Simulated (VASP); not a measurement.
Sr, 1 atom in the cell. Symmetry: Im-3m, No. 229, cubic system. Conventional cell: a = 4.870 Å, b = 4.870 Å, c = 4.870 Å, α = 90.00°, β = 90.00°, γ = 90.00°. Sr (site symmetry m-3m) is surrounded by 8 Sr at 4.22 Å. This isn't the form of Sr at room conditions, which is fcc.

```yaml
Program: VASP 6.6.1
Task: relaxation of cell and atoms
Functional: PBE
Potentials_or_basis: VASP PAW PBE potentials, release 64 (Sr_sv)
Cutoff: 600 eV
k_mesh: 7 × 7 × 7
Occupations: methfessel-paxton, width 0.05 eV
Spin: no spin polarisation
Dipole_correction: no
Further_INCAR_settings: ALGO = Fast; EDIFF = 1e-07; IBRION = 2; EDIFFG = -0.01; NSW = 80; ISIF = 3
```

Potentials or basis: VASP PAW PBE potentials, release 64 (Sr_sv).

Command:

```sh
$ cat potpaw_PBE.64/Sr_sv/POTCAR > POTCAR
$ mpirun -np 1 vasp_std > vasp.out
```

Hardware: 1 thread of Intel(R) Xeon(R) Platinum 8375C CPU @ 2.90GHz (Ice Lake) (shared host).

Q: How long does it take, and how much memory?

A: Run time: 53 s on 1 thread of Intel(R) Xeon(R) Platinum 8375C CPU @ 2.90GHz (Ice Lake), on a shared host, peak memory 0.21 GiB. Counts: scf iterations 69, k points 20, ion steps 4.
